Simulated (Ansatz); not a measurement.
L1₀ (CuAu-type) CoPt, treated with PBE (PAW; Ansatz, a first-principles code).

Numerical settings: plane-wave cutoff 520 eV, 20×20×16 k mesh (along the axes of the cell as run), Fermi–Dirac smearing 0.05 eV, spin-polarised with parallel moments, scalar-relativistic PAW data made under PBE.

The volume scan:

```
V (Å³/atom)  E − E_lowest (meV/atom)
-----------  -----------------------
12.984                         15.91
13.254                          3.82
13.525                          0.00
13.795                          3.53
14.066                         13.56
```

Problem. Estimate the bulk modulus and its pressure derivative from these points.

Solution. V0 = 13.525 Å³/atom, B0 = 217 GPa, B′ = 5.0 (fit to the energies at full precision).

Shape and atoms are relaxed at each volume.

Note: the bulk modulus comes from volumes at which shape and atoms were relaxed.

Spin–orbit coupling is not included.
